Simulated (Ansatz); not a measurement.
## MgO: where the heat goes in a short trajectory

Computed with DFT PBE, scalar-relativistic, plane waves, PAW (Ansatz). Cutoff 420 eV, shifted (0.5, 0.5, 0.5 steps) 2×2×2 k-points, Fermi–Dirac smearing of 0.069 eV. The mesh is coarse. No spin polarisation.

16 atoms start on the lattice sites below (V = 158.9 Å³, 1.02 times the source cell's; static pressure -4.38 GPa, largest force component 0.00 eV/Å) with velocities drawn for 800 K; Langevin thermostat aiming at the same temperature, fixed cell, 44 steps of 2 fs.

```xyz
16
Lattice="0.0000 4.2986 -4.2986 -4.2986 0.0000 -4.2986 -4.2986 4.2986 0.0000" Properties=species:S:1:pos:R:3 pbc="T T T"
Mg   -2.1493    2.1493   -4.2986
Mg   -2.1493    0.0000   -2.1493
Mg    0.0000    2.1493   -2.1493
Mg    0.0000    0.0000    0.0000
Mg   -4.2986    4.2986   -4.2986
Mg   -4.2986    2.1493   -2.1493
Mg   -2.1493    4.2986   -2.1493
Mg   -2.1493    2.1493    0.0000
O    -4.2986    4.2986   -6.4479
O    -4.2986    2.1493   -4.2986
O    -2.1493    4.2986   -4.2986
O    -2.1493    2.1493   -2.1493
O    -6.4479    6.4479   -6.4479
O    -6.4479    4.2986   -4.2986
O    -4.2986    6.4479   -4.2986
O    -4.2986    4.2986   -2.1493
```

| t (fs) | T (K) | kinetic energy (meV/atom) | potential energy over the first frame (meV/atom) | P with the kinetic part (GPa) |
| --- | --- | --- | --- | --- |
| 0.0 | 750 | 96.9 | 0.0 | -3.34 |
| 6.0 | 764 | 98.8 | 16.8 | -2.51 |
| 12.0 | 501 | 64.7 | 56.7 | -0.91 |
| 18.0 | 301 | 38.9 | 87.0 | 0.34 |
| 24.0 | 338 | 43.7 | 92.5 | 0.65 |
| 30.0 | 582 | 75.2 | 89.7 | 0.53 |
| 36.0 | 763 | 98.6 | 84.7 | 0.29 |
| 42.0 | 741 | 95.8 | 86.5 | 0.44 |
| 48.0 | 803 | 103.8 | 86.9 | 0.68 |
| 54.0 | 884 | 114.2 | 79.6 | 0.35 |
| 60.0 | 824 | 106.5 | 78.8 | -0.18 |
| 66.0 | 698 | 90.2 | 83.2 | -0.51 |
| 72.0 | 723 | 93.4 | 93.6 | -0.32 |
| 78.0 | 624 | 80.7 | 99.3 | -0.16 |
| 84.0 | 585 | 75.6 | 89.6 | -0.21 |

T counts 3N degrees of freedom. Means over every step of the second half, not only the rows shown: T = 727 K, kinetic energy 94.0 meV/atom, potential energy 87.3 meV/atom, P = -0.02 GPa.

Q: Does the potential energy follow equipartition for harmonic vibrations?

A: In a harmonic crystal each vibration holds as much potential as kinetic energy on average; T is counted on all 3N degrees of freedom here, and the thermostat also drives the centre of mass, which has no potential energy, so the share is (N − 1)/N of the kinetic energy, 88.1 meV/atom. The run has 87.3, a ratio of 0.99. That is near one, as for a crystal vibrating about its sites. So short a run gives a rough mean.

Q: Split the rise of pressure into the kinetic part and the rest. Can a thermal Grüneisen parameter be estimated?

A: The program counts the kinetic part as N k_B T/V = 1.01 GPa. The pressure lies 4.36 GPa over the static one in all, so the forces add 3.35 GPa. For a harmonic mode with ω ∝ V^(−γ) and an amplitude that scales with the cell, the forces add (2γ − 2/3)U/V, which needs no equipartition; when U equals the kinetic energy K, this and the kinetic part 2K/(3V) sum to the Mie–Grüneisen γE_th/V. With U = N × 87.3 meV, γ = 1/3 + V ΔP_forces/(2U) = 1.52, for harmonic vibrations a mean over the modes weighted by their potential energy, for uniform scaling of the cell (in a layered or otherwise anisotropic crystal this differs from γ under hydrostatic pressure). Most solids fall between 1 and 3, and tetrahedral, framework and layered ones often lower; anharmonic motion and pressure swings in a cell of 16 atoms make this value uncertain by tenths or more.